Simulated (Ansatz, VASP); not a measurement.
**One calculation of Si, two programs**

```
CELL_PARAMETERS angstrom
3.86754 0.00000 0.00000
0.00000 5.46952 0.00000
0.00000 0.00000 17.86754
ATOMIC_POSITIONS crystal
Si 0.50000 0.00000 0.39177
Si 0.00000 0.25000 0.39177
Si 0.00000 0.50244 0.49744
Si 0.50000 0.74756 0.49744
Si 0.50000 0.00986 0.60019
Si 0.00000 0.24014 0.60019
```

Alike in both runs: functional PBE; k mesh 7 × 5 × 1; occupations gaussian, width 0.05 eV; no spin polarisation.

Ansatz relaxed the structure, and its values are those at the end. VASP's run is a single point on that final structure, the one shown.

|  | VASP | Ansatz |
| --- | --- | --- |
| version | VASP 6.6.1 | Ansatz 0.2.0 |
| potentials or method | VASP PAW PBE potentials, release 64 (Si) | scalar-relativistic, plane waves, PAW |
| plane-wave cutoff (eV) | 520 | 420 |
| valence electrons in the cell | 24 | 24 |

```csv
,VASP,Ansatz,Ansatz less VASP
gap on the k mesh at the Fermi level (eV),none,none,-
rms of the force components (eV/Å),0.209,0.208,-0.0010
```

A gap of «none» marks a metal or a gap that the smearing closes.
